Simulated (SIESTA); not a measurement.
**Ti under changes of volume**

One of the cells (18.030 Å³/atom); the others are scaled copies at fixed shape and fractional positions:

```
Ti
1.0
    -1.65187    1.65187    1.65187
     1.65187   -1.65187    1.65187
     1.65187    1.65187   -1.65187
Ti
1
Direct
  0.00000 0.00000 0.00000
```

This isn't the form of Ti at room conditions, which is hcp.

```yaml
Program: SIESTA 5.4.2
Functional: PBE
Potentials_or_basis: PseudoDojo 0.4 standard (PBE files)
Basis: DZP (energy shift 0.002 Ry)
Grid_cutoff: 800 Ry
Energy_shift: 0.002 Ry
k_mesh: 11 × 11 × 11
Occupations: fermi-dirac, width 0.05 eV
Spin: no spin polarisation
```

```csv
volume (Å³/atom),energy over the lowest point (meV/atom),pressure (GPa)
16.616,7.97,4.5
16.969,1.32,2.0
17.323,0.00,-0.3
18.030,11.16,-4.2
18.383,?,?
18.737,38.34,-7.7
```

Q: What does the run at 18.383 Å³/atom give?

A: Energy over the lowest point 22.88 meV/atom; pressure -6.1 GPa.

Worked out: A Birch-Murnaghan fit of order 3 (a polynomial in V^(-2/3)) to the other rows has its minimum at 17.24 Å³/atom with B0 = V·E''(V) = 108 GPa and B' = 3.5. It gives 22.92 meV/atom at 18.383 Å³/atom, against the run's 22.88, and -dE/dV = -6.2 GPa, against -6.1.

Energies are extrapolated to zero smearing.

Caveats: semicore shells carry a single zeta, which can move pressures by several GPa and volumes by a few percent; the basis of atomic orbitals isn't converged, which shifts pressures, moduli and gaps.
